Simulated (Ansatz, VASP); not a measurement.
**Two plane-wave programs on ZrS**

POSCAR

```
ZrS
1.0
    0.0000000000      2.6250000000      2.6250000000
    2.6250000000      0.0000000000      2.6250000000
    2.6250000000      2.6250000000      0.0000000000
Zr S
1 1
Direct
    0.0000000000      0.0000000000      0.0000000000
    0.5000000000      0.5000000000      0.5000000000
```

The input INCAR.step1:

```
SYSTEM = ZrS
ALGO = Normal ; EDIFF = 1E-4
ENCUT = 520 ; GGA = PE
ISMEAR = -1 ; LASPH = .True.
LCHARG = .False. ; LREAL = .False.
LWAVE = .True. ; NBANDS = 16
NELM = 60 ; PREC = Accurate
SIGMA = 0.01
```

Contents of INCAR.step2:

```
SYSTEM = ZrS
ALGO = Normal ; EDIFF = 1E-6
ENCUT = 520 ; ISIF = 2
ISMEAR = -1 ; ISTART = 1
LASPH = .True. ; LCHARG = .False.
LMIXTAU = .True. ; LREAL = .False.
LWAVE = .False. ; METAGGA = R2SCAN
NBANDS = 16 ; NELM = 60
PREC = Accurate ; SIGMA = 0.01
```

KPOINTS

```
k-points
0
Gamma
  14 14 14
  0 0 0
```

Input for Ansatz:

```yaml
crystal:
  lattice:
    - [0.0, 2.625, 2.625]
    - [2.625, 0.0, 2.625]
    - [2.625, 2.625, 0.0]
  atoms:
    - { symbol: Zr, position: [0.0, 0.0, 0.0] }
    - { symbol: S, position: [0.5, 0.5, 0.5] }
basis:
  ecutwfc: 500
kpoints:
  mp_grid: { grid: [14, 14, 14] }
hamiltonian:
  xc: r2scan
scf:
  occupations: { method: fermi_dirac, width: 0.01 }
output:
  forces: true
  stress: true
  eigenvalues: true
```

Alike in both runs: task single point; functional r2SCAN; k mesh 14 × 14 × 14; occupations fermi-dirac, width 0.01 eV; no spin polarisation.

|  | VASP | Ansatz |
| --- | --- | --- |
| version | VASP 6.6.1 | Ansatz 0.2.0 |
| potentials or method | VASP PAW PBE potentials, release 64 (Zr_sv, S) | scalar-relativistic, plane waves, PAW |
| plane-wave cutoff (eV) | 520 | 500 |
| valence electrons in the cell | 18 | 18 |

```tsv
	VASP	Ansatz	Ansatz less VASP
gap on the k mesh at the Fermi level (eV)	none	none	-
pressure (GPa)	-2.0	-2.0	+0.01
```

A gap of «none» marks a metal or a gap that the smearing closes.

Caveats: the PAW data sets were made with another functional, which shifts forces and pressure a little (VASP).
